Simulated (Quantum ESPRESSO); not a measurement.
Sr: phonons at U under several settings

```xyz
1
Lattice="0.0000 3.0423 3.0423 3.0423 0.0000 3.0423 3.0423 3.0423 0.0000" Properties=species:S:1:pos:R:3 pbc="T T T"
Sr    0.0000    0.0000    0.0000
```

All runs used Quantum ESPRESSO 7.5; potentials GBRV 1.5 PBE; k mesh 8 × 8 × 8; no spin polarisation; cutoff 612 eV; occupations cold, width 0.2 eV.

```csv
level,geometry,volume (Å³/atom),pressure (GPa),frequencies (cm⁻¹)
PBE,relaxed at 0 GPa,?,0.0,?
PBE,relaxed at 10 GPa,35.63,10.0,87 121 151
PBE,relaxed at 25 GPa,26.44,25.0,93 130 167
PBE,relaxed at 50 GPa,19.31,50.0,79 125 133
PBE,relaxed at 80 GPa,16.14,80.0,37 114 128
```

**Question.** What stands in the row left open?

**Answer.** Volume 54.80 Å³/atom; frequencies 68 82 96 cm⁻¹.

Caveats: the mesh is thin for the phonons of a metal (some runs); the volume moved by over 15 % at a fixed basis, so the end points are rough (some runs); the cell is more than 3 GPa from zero pressure, which shifts response properties (some runs).
